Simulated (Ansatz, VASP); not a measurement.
# AlN in VASP and in Ansatz

```
Al N
1.0
     0.00673    2.02560    2.02560
     2.02560    0.00673    2.02560
     2.02560    2.02560    0.00673
Al N
1 1
Cartesian
  0.0000 0.0000 0.0000
  2.0290 2.0290 2.0290
```

Change from the starting cell: shear_111 strain +0.5%.

Alike in both runs: task single point; functional r2SCAN; k mesh 10 × 10 × 10; no spin polarisation.

|  | VASP | Ansatz |
| --- | --- | --- |
| version | VASP 6.6.1 | Ansatz 0.2.0 |
| potentials or method | VASP PAW PBE potentials, release 64 (Al, N) | plane waves, PAW |
| plane-wave cutoff (eV) | 520 | 500 |
| occupations | gaussian, width 0.01 eV | fixed |
| valence electrons in the cell | 8 | 8 |

VASP gave:

- gap on the k mesh at the Fermi level (eV): 5.45
- pressure (GPa): -2.2
- largest component of the traceless stress (GPa): 1.12

Task: Which values does Ansatz return?

Result: gap on the k mesh at the Fermi level (eV): 5.44; pressure (GPa): -1.4; largest component of the traceless stress (GPa): 1.12.

Caveats: the PAW data sets were made with another functional, which shifts forces and pressure a little (VASP). A k mesh can miss the band edges.
